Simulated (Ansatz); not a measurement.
**Relaxation of MgO**

Level of theory: DFT r2SCAN, scalar-relativistic, plane waves, PAW (Ansatz 0.2.0). Settings: 500 eV cutoff, 8×8×6 k-mesh, Gaussian smearing of 0.02 eV, no spin polarisation.

What was changed: uniaxial strain along c, with a, b and atoms relaxed: -2.0 %.

Command:

```bash
ansatz run input.yaml --threads 1 --pin off --max-ram 2560MiB --backend cpu --events-out ev --progress --plain --runs-dir out
```

Input:

```yaml
crystal:
  lattice:
    - [2.1127119569, 2.1127119569, 0.0]
    - [-2.1127119569, 2.1127119569, 0.0]
    - [0.0, 0.0, 4.1203138662]
  atoms:
    - { symbol: Mg, position: [0.0, 0.0, 0.0] }
    - { symbol: Mg, position: [0.5, 0.5, 0.5] }
    - { symbol: O, position: [0.5, 0.5, 0.0] }
    - { symbol: O, position: [0.0, 0.0, 0.5] }
basis:
  ecutwfc: 500
kpoints:
  mp_grid: { grid: [8, 8, 6] }
hamiltonian:
  xc: r2scan
scf:
  occupations: { method: gaussian, width: 0.02 }
output:
  forces: true
  stress: true
  eigenvalues: true
relax:
  adjacent_minimum: "off"
  f_tol: 0.008
  max_steps: 40
  cell: { stress_tol: 0.015, fix: [c, angles] }
```

F is the free energy. Steps run on the plane waves of an earlier cell, but the last one, and at times one on the way, on a freshly chosen basis, so a repeated geometry can differ a little in energy. The held parts of the cell keep their stress, so P needn't end at zero.

Steps:

```json
{"step": "1", "F − F(1) (eV)": "0.0000", "largest force component (eV/Å)": "0.000", "V (Å³/atom)": "9.196", "P (GPa)": "1.97"}
{"step": "2", "F − F(1) (eV)": "0.0000", "largest force component (eV/Å)": "0.000", "V (Å³/atom)": "9.195", "P (GPa)": "1.99"}
{"step": "3", "F − F(1) (eV)": "0.0000", "largest force component (eV/Å)": "0.000", "V (Å³/atom)": "9.194", "P (GPa)": "2.01"}
{"step": "4", "F − F(1) (eV)": "0.0000", "largest force component (eV/Å)": "0.000", "V (Å³/atom)": "9.194", "P (GPa)": "2.01"}
```

Relaxed structure:

```cif
data_structure
_symmetry_space_group_name_H-M 'P 1'
_symmetry_Int_Tables_number 1
_cell_length_a 2.9875
_cell_length_b 2.9875
_cell_length_c 4.1203
_cell_angle_alpha 90.000
_cell_angle_beta 90.000
_cell_angle_gamma 90.000
_cell_volume 36.78
loop_
_atom_site_label
_atom_site_type_symbol
_atom_site_fract_x
_atom_site_fract_y
_atom_site_fract_z
_atom_site_occupancy
Mg1 Mg 0.00000 0.00000 0.00000 1
Mg2 Mg 0.50000 0.50000 0.50000 1
O1 O 0.50000 0.50000 0.00000 1
O2 O 0.00000 0.00000 0.50000 1
```

The structure is tetragonal, space group I4/mmm (No. 139). Conventional cell: a = 2.988 Å, b = 2.988 Å, c = 4.120 Å, α = 90.00°, β = 90.00°, γ = 90.00°. Around Mg (site symmetry 4/mmm) lie 6 O at 2.06 to 2.11 Å. Around O (site symmetry 4/mmm) lie 6 Mg at 2.06 to 2.11 Å.

The run converged. Time: 11 s on 1 thread of Intel(R) Xeon(R) Platinum 8488C (Sapphire Rapids), on a shared host, peak memory 0.48 GiB.